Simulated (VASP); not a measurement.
GaAs: single point with PBEsol

**What was measured.**

From “Evidence of valence band perturbations in GaAsN/GaAs(001): A combined variable-angle spectroscopic ellipsometry and modulated photoreflectance investigation”, 2008, arxiv:0805.2212, for a bulk crystal of GaAs at 300 K: band gap 1.418 ± 0.005 eV (direct).

Crystal: GaAs.

```
CELL_PARAMETERS angstrom
0.00000 2.82685 2.82685
2.82685 0.00000 2.82685
2.82685 2.82685 0.00000
ATOMIC_POSITIONS crystal
As 0.25000 0.25000 0.25000
Ga 0.00000 0.00000 0.00000
```

```yaml
Program: VASP 6.6.1
Task: single point
Functional: PBEsol
Potentials_or_basis: VASP PAW PBE potentials, release 54 (As, Ga_d)
Cutoff: 520 eV
k_mesh: 8 × 8 × 8
Occupations: gaussian, width 0.1 eV
Spin: no spin polarisation
```

The pressure is 0.3 GPa and the band gap on the k mesh is 0.46 eV, direct.

Levels at points of the mesh, in eV from the valence-band top:
| k point | band 7 | band 8 | band 9 | band 10 | band 11 | band 12 |
| --- | --- | --- | --- | --- | --- | --- |
| (0.00, 0.00, 0.00) | 0.00 | 0.00 | 0.00 | 0.46 | 3.69 | 3.69 |
| (0.50, 0.00, 0.00) | -6.68 | -1.15 | -1.15 | 0.93 | 4.58 | 4.58 |
| (0.50, 0.50, 0.00) | -6.85 | -2.70 | -2.70 | 1.35 | 1.57 | 10.13 |

Wall time 22 s on 1 thread of Intel(R) Xeon(R) Platinum 8488C (Sapphire Rapids) (shared host), peak memory 0.17 GiB.

A measured gap of GaAs is 1.418 eV (direct; 300 K; “Evidence of valence band perturbations in GaAsN/GaAs(001): A combined variable-angle spectroscopic ellipsometry and modulated photoreflectance investigation”, 2008, arxiv:0805.2212); the calculated 0.46 eV misses it by -0.96 eV. 3 values of this kind are on record (1.412 to 1.51 eV); this one was drawn at random among those near their median, those with a stated uncertainty first. Spin-orbit coupling on As, Ga is left out. The value is that of PBEsol on a finite k mesh, which can miss the band edges, without temperature or zero-point motion. Semilocal functionals fall short of measured gaps as a rule.

Caveat: the PAW data sets were made with another functional, which shifts forces and pressure a little.
